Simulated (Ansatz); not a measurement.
## ⁷¹Ga nuclear quadrupole resonance in GaS

Cell: an entry of the Crystallography Open Database (COD) whose atoms were relaxed with PBE, the cell held.

```cif
data_GaS
_symmetry_space_group_name_H-M 'P6_3/mmc'
_symmetry_Int_Tables_number 194
_cell_length_a 3.5850
_cell_length_b 3.5850
_cell_length_c 15.5000
_cell_angle_alpha 90.000
_cell_angle_beta 90.000
_cell_angle_gamma 120.000
loop_
_atom_site_label
_atom_site_type_symbol
_atom_site_symmetry_multiplicity
_atom_site_Wyckoff_symbol
_atom_site_fract_x
_atom_site_fract_y
_atom_site_fract_z
Ga Ga 4 f 0.3333 0.6667 0.1710
S S 4 f 0.3333 0.6667 0.6008
```

One atom of each set is listed.

The numbers come from a DFT calculation in Ansatz (PBE, plane waves and PAW, scalar-relativistic, 420 eV cutoff, Γ-centred 14×14×3 k-points, Fermi–Dirac smearing 0.02 eV).

⁷¹Ga: I = 3/2, Q = 107.0 mb (year-2017 value). Static lattice, zero field.

Q: At which frequencies do the ⁷¹Ga NQR lines lie?

A: For I = 3/2 there is one line, ν = (|C_Q|/2)(1 + η²/3)^½.

| site | atoms | V_zz (10²¹ V/m²) | C_Q (MHz) | η | line frequencies (MHz) |
| --- | --- | --- | --- | --- | --- |
| Ga | 4 | -7.81 | -20.2 | 0.00 | 10.1 |

Q: And for ⁶⁹Ga (I = 3/2, Q = 171.0 mb) on Ga?

A: C_Q scales with Q to -32.3 MHz, with lines at 16.1 MHz.

An axis of threefold or higher order runs through Ga, so V_zz lies along it and η is zero.

The relaxation (3 steps) took 38 s of wall time (38 s of CPU time) and 0.68 GiB at its peak, on 1 thread of Intel Xeon 6975P-C (Granite Rapids) (x86_64; 16 cores open to the job, memory cap 3.0 GiB, no GPU), a shared host with a load of 0.6 a core.
